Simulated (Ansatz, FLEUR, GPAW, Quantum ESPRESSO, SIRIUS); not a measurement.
# TiPt3: energy against volume and a worked fit

Symmetry: Pm-3m, No. 221, cubic system. Conventional cell: a = 3.897 Å, b = 3.897 Å, c = 3.897 Å, α = 90.00°, β = 90.00°, γ = 90.00°. Pt (site symmetry 4/mmm) is surrounded by 8 Pt at 2.76 Å and 4 Ti at 2.76 Å. Ti (site symmetry m-3m) is surrounded by 12 Pt at 2.76 Å.

The cell was scaled at fixed shape and fractions and run with SIRIUS, all-electron FP-LAPW, apw+lo standard; LDA, k mesh 7 × 7 × 7 on the cell of 4 atoms, fermi-dirac occupations of 0.05 eV, no spin polarisation, no spin-orbit coupling. Energies are those that the program minimises, any entropy of the smearing included. For a metal such a mesh isn't converged to the digits shown.

```csv
V (Å³/atom),energy over the lowest row (meV/atom)
13.9078,25.28
14.2037,6.44
14.4996,0.00
14.7956,4.22
15.0915,?
15.3874,40.22
15.6833,69.78
```

Problem. Fit the third-order Birch-Murnaghan form, give V0, B0 and B′, and predict the energy left open.

Solution. With y = (V0/V)^(2/3), E = E0 + (9 V0 B0/16) [(y - 1)³ B′ + (y - 1)² (6 - 4y)]. Least squares through the rows shown give V0 = 14.5242 Å³/atom, E0 = -0.08 meV, B0 = 283.8 GPa (1 eV/Å³ = 160.218 GPa) and B′ = 5.23, with a largest miss of 0.04 meV. At V = 15.0915 the form with these constants gives 18.04 meV; the run gave 17.94 meV an atom. Other set-ups at this level, from all their volumes (Å³/atom, GPa): FLEUR, all-electron, FLAPW: V0 14.522, B0 283; GPAW, the program's PAW data sets (release 1.2.1) made for this functional: V0 14.504, B0 278.8; Ansatz, all-electron LAPW, scalar-relativistic: V0 14.524, B0 283; Quantum ESPRESSO, GBRV 1.5 LDA: V0 14.514, B0 284.5.

The fit puts the minimum at 14.5242 Å³/atom, below the 14.7956 Å³/atom of the listed cell, and this contraction is in keeping with the usual overbinding of LDA. The bulk modulus of 283.8 GPa is much closer to that of platinum than to that of titanium. The likely reason is that Ti 3d states mix with the broad Pt 5d band and fill mainly bonding levels, while the nearly full, extended Pt 5d shells resist compression. That repulsion grows quickly as the atoms approach, so the curve is steeper on the compressed side and B′ is well above zero.

The open row is recovered to within a small fraction of its height, so the form interpolates well inside the sampled range. The all-electron codes nearly coincide in volume. GPAW gives both the smallest volume and the softest lattice, against the usual link between contraction and stiffness, which probably reflects its data sets. Such agreement supports the numerical solution of LDA, not the accuracy of LDA for this alloy.
